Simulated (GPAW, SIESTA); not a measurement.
Given: the input of a run of GPAW 26.7.0 (ASE script) on CdTe. 

run.py

```python
from ase import Atoms
from ase.dft.bandgap import bandgap
from ase.io import write
from ase.units import GPa
from gpaw import GPAW, PW, setup_paths

setup_paths.insert(0, '.')

atoms = Atoms(['Te', 'Cd'],
              cell=[[0.0, 3.205, 3.205],
                    [3.205, 0.0, 3.205],
                    [3.205, 3.205, 0.0]],
              scaled_positions=[[0.75, 0.75, 0.75],
                                [0.0, 0.0, 0.0]],
              pbc=True)

calc = GPAW(mode=PW(600),
            xc='PBEsol',
            kpts={'size': (7, 7, 7), 'gamma': True},
            occupations={'name': 'fermi-dirac', 'width': 0.05},
            nbands=18,
            convergence={'density': 1e-05, 'energy': 1e-05},
            maxiter=150,
            txt='gpaw.txt')
atoms.calc = calc
energy = atoms.get_potential_energy()
forces = atoms.get_forces()
stress = atoms.get_stress()
calc.write('gs.gpw')
write('result.traj', atoms)
print(f'Energy: {energy:.6f} eV')
print('Forces (eV/A):')
print(forces.round(4))
print('Stress (GPa):', (stress / GPa).round(3))
print('Fermi level:', round(calc.get_fermi_level(), 4), 'eV')
print(f'Gap: {bandgap(calc)[0]:.4f} eV, direct: {bandgap(calc, direct=True)[0]:.4f} eV')
```

Potentials or basis: PAW data sets generated in the run's folder for this functional, pw.

Run with:

```bash
$ gpaw-setup -f PBEsol Cd Te
$ OMP_NUM_THREADS=1 python run.py
```

Question: Set up the same calculation for SIESTA 5.4.2. Potentials or basis there: files PseudoDojo sr-pbesol-0.4.1-standard, DZP (energy shift 0.003 Ry; two zetas on semicore shells).

Answer: As run (cutoffs and basis follow the program's own potentials, and thresholds, step limits or extra output files can differ):

The input CdTe.fdf:

```
SystemName                      CdTe
SystemLabel                     CdTe
NumberOfSpecies                 2
NumberOfAtoms                   2
%block ChemicalSpeciesLabel
  1  52 Te
  2  48 Cd
%endblock ChemicalSpeciesLabel

LatticeConstant                 1.0 Ang
%block LatticeVectors
     0.0000000000     3.2050000000     3.2050000000
     3.2050000000     0.0000000000     3.2050000000
     3.2050000000     3.2050000000     0.0000000000
%endblock LatticeVectors
AtomicCoordinatesFormat         Fractional
%block AtomicCoordinatesAndAtomicSpecies
     0.7500000000     0.7500000000     0.7500000000  1  Te
     0.0000000000     0.0000000000     0.0000000000  2  Cd
%endblock AtomicCoordinatesAndAtomicSpecies

%block kgrid.MonkhorstPack
    7   0   0  0.0
    0   7   0  0.0
    0   0   7  0.0
%endblock kgrid.MonkhorstPack
XC.Functional                   GGA
XC.Authors                      PBEsol
PAO.BasisSize                   DZP
PAO.EnergyShift                 0.003 Ry
Mesh.Cutoff                     800 Ry
OccupationFunction              FD
ElectronicTemperature           0.05 eV
MaxSCFIterations                120
SCF.MustConverge                false
SCF.Mixer.Method                Pulay
SCF.Mixer.Weight                0.25
SCF.Mixer.History               8
SCF.DM.Tolerance                5.0e-05
SCF.H.Tolerance                 1.0e-03 eV
WriteForces                     true
Charge.Mulliken                 end
Charge.Hirshfeld                end
Charge.Voronoi                  end
SaveRho                         true
SaveElectrostaticPotential      true
%block PAO.Basis
  Te 4
  n=5 0 2
    5.613 0.000
  n=5 1 2
    7.253 0.000
  n=4 2 2
    3.260 0.000
  n=5 2 1
    7.253
  Cd 5
  n=4 0 2
    2.625 0.000
  n=5 0 2
    7.504 0.000
  n=4 1 2
    2.973 0.000
  n=5 1 1
    7.504
  n=4 2 2
    4.584 0.000
%endblock PAO.Basis
```

Potentials or basis: PseudoDojo 0.4 standard (PBEsol files), converted to PSML, two zetas on semicore shells, DZP (energy shift 0.003 Ry; two zetas on semicore shells).

Run with:

```bash
$ siesta < CdTe.fdf > CdTe.out 2>&1
```

Both were run:

|  | GPAW | SIESTA |
| --- | --- | --- |
| Pressure | 1.3 GPa | 1.5 GPa |

The potentials hold 18 and 36 valence electrons a cell.

The two runs disagree by more than potentials and bases usually give (in gap, levels, pressure or energy); the cause wasn't traced.

Pressure is positive in compression.
